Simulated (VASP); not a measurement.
A run of VASP 6.6.1 is set up as follows.

Contents of INCAR:

```
SYSTEM = SnSe
  PREC = Accurate
  ENCUT = 520
  EDIFF = 1E-6
  ISMEAR = 0
  SIGMA = 0.011
  LREAL = .FALSE.
  LASPH = .TRUE.
  NELM = 80
  ALGO = Normal
  ISIF = 2
  LWAVE = .FALSE.
  LCHARG = .FALSE.
  GGA = PE
  NBANDS = 50
```

File KPOINTS:

```
Automatic mesh
0
G
  3 6 6
  0 0 0
```

POSCAR

```
SnSe
1.0
   11.4200000000      0.0000000000      0.0000000000
    0.0000000000      4.1900000000      0.0000000000
    0.0000000000      0.0000000000      4.4600000000
Sn Se
4 4
Direct
    0.8770000000      0.7500000000      0.9090000000
    0.6230000000      0.2500000000      0.4090000000
    0.3770000000      0.7500000000      0.5910000000
    0.1230000000      0.2500000000      0.0910000000
    0.6430000000      0.7500000000      0.9840000000
    0.8570000000      0.2500000000      0.4840000000
    0.1430000000      0.7500000000      0.5160000000
    0.3570000000      0.2500000000      0.0160000000
```

Potentials or basis: VASP PAW PBE potentials, release 64 (Sn_d, Se).

The run is started by

```sh
$ cat potpaw_PBE.64/Sn_d/POTCAR potpaw_PBE.64/Se/POTCAR > POTCAR
$ mpirun -np 1 vasp_std > vasp.out
```

(1) Predict the pressure.

(2) What does it give for the band gap on the k mesh?

(3) Estimate the largest force.

Answers

(1) 2.4 GPa.

(2) 0.54 eV, indirect (least direct gap 0.70 eV).

(3) 0.326 eV/Å.

Caveat: spin-orbit coupling is left out, which moves the levels of the heavy elements; an odd mesh through Γ misses points on the zone boundary, where band edges often lie.

The gap isn't set beside the measured one, since this odd mesh misses points on the zone boundary.
